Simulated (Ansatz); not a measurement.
# Bi2Te2Se: relaxation of cell and atoms with LDA

Bi2Te2Se:

```
CELL_PARAMETERS angstrom
2.16097 1.24764 10.58557
-2.16097 1.24764 10.58557
0.00000 -2.49527 10.58557
ATOMIC_POSITIONS crystal
Bi 0.39172 0.39172 0.39172
Bi 0.60828 0.60828 0.60828
Te 0.78040 0.78040 0.78040
Te 0.21960 0.21960 0.21960
Se 0.00000 0.00000 0.00000
```

The cell is a database's computed one.

```
Program             : Ansatz 0.2.0
Task                : relaxation of cell and atoms
Functional          : LDA
Potentials or basis : Ansatz PAW
Cutoff              : 420 eV (not typed: the program's choice for these potentials)
k mesh              : 7 × 7 × 7
Occupations         : fermi-dirac, width 0.05 eV
Spin                : no spin polarisation
```

| Item | Value |
| --- | --- |
| Relaxed volume | 30.77 Å³/atom |
| Relaxed cell | a = 10.081 Å, b = 10.081 Å, c = 10.081 Å, α = 24.41°, β = 24.41°, γ = 24.41° |
| Space group after relaxing (to 0.05 Å) | R-3m (No. 166) |
| Energy gained by relaxing | 31.0 meV/atom |
| Ionic steps | 8 |
| Pressure after relaxing | 0.0 GPa |
| Band gap on the k mesh | 0.08 eV, direct |

Step by step:
| step | energy change (eV) | largest force (eV/Å) | volume (Å³) |
| --- | --- | --- | --- |
| 1 | 0.0000 | 0.1376 | 171.24 |
| 2 | -0.1093 | 0.1340 | 151.48 |
| 3 | -0.1469 | 0.0637 | 155.06 |
| 4 | -0.1565 | 0.0381 | 152.96 |
| 5 | -0.1574 | 0.0176 | 154.14 |
| 6 | -0.1574 | 0.0385 | 153.90 |
| 7 | -0.1577 | 0.0009 | 153.84 |
| 8 | -0.1548 | 0.0007 | 153.84 |

Final structure:
```
CELL_PARAMETERS angstrom
2.13143 1.23058 9.77549
-2.13143 1.23058 9.77549
0.00000 -2.46116 9.77549
ATOMIC_POSITIONS crystal
Bi 0.39489 0.39489 0.39489
Bi 0.60511 0.60511 0.60511
Te 0.78813 0.78813 0.78813
Te 0.21187 0.21187 0.21187
Se 0.00000 0.00000 0.00000
```

Levels at points of the mesh, in eV from the valence-band top:
```csv
k point,band 35,band 36,band 37,band 38,band 39,band 40,band 41,band 42,band 43,band 44
"(0.00, 0.00, 0.00)",-1.56,-1.56,-0.93,-0.93,0.00,0.08,0.78,0.78,1.99,2.36
```

Run time: 91 s on 2 threads of Arm Neoverse V1 (shared host), peak memory 0.62 GiB.

Caveat: odd divisions of the mesh miss points on the zone boundary, where band edges often lie, so the gap on the mesh can be too wide; the plane-wave basis is chosen anew once the cell has moved, so the energies of steps on either side of that aren't comparable; spin-orbit coupling is left out, which as a rule narrows the gap of such compounds by several tenths of an eV; the PAW data sets come from PBE, with cores solved anew for the run's functional, which leaves a small shift of forces and pressure. A k mesh can miss the band edges.
